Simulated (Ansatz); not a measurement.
Input and command of a plane-wave DFT calculation in Ansatz:

```yaml
crystal:
  lattice:
    - [-3.2558375624, 3.2671089426, 2.5817996185]
    - [3.2696721442, -3.3036578502, 2.6456923626]
    - [3.228868476, 3.2766887639, -2.6281483337]
  atoms:
    - { symbol: Hf, position: [0.8375838124, 0.6477639333, 0.5011960718] }
    - { symbol: Hf, position: [0.3444512279, 0.8354640466, 0.1810520348] }
    - { symbol: Hf, position: [0.1611596586, 0.3447014338, 0.4963448871] }
    - { symbol: Hf, position: [0.6450144328, 0.1585558437, 0.8048570565] }
    - { symbol: Si, position: [0.7609973863, 0.7628270325, 0.013552697] }
    - { symbol: Si, position: [0.2570214359, 0.2521287571, -0.0085572422] }
basis:
  ecutwfc: 300
kpoints:
  mp_grid: { grid: [8, 8, 6] }
hamiltonian:
  xc: pbesol
scf:
  occupations: { method: gaussian, width: 0.1 }
output:
  forces: true
  stress: true
  eigenvalues: true
```

```bash
ansatz run input.yaml --threads 1 --pin off --max-ram 2560MiB --backend cpu --events-out ev --progress --plain --runs-dir out
```

Processor: Intel(R) Xeon(R) Processor @ 2.50GHz (Skylake/Cascade Lake), 1 thread, on a host shared with other jobs.

**Question.** Estimate time, memory and problem size.

**Answer.** About 2.6 min on 1 thread of Intel(R) Xeon(R) Processor @ 2.50GHz (Skylake/Cascade Lake), with other jobs on the host, peak memory 0.86 GiB. It solves 68 bands at 196 k points (the mesh reduced by symmetry) with about 1313 plane waves, in 8 SCF iterations.
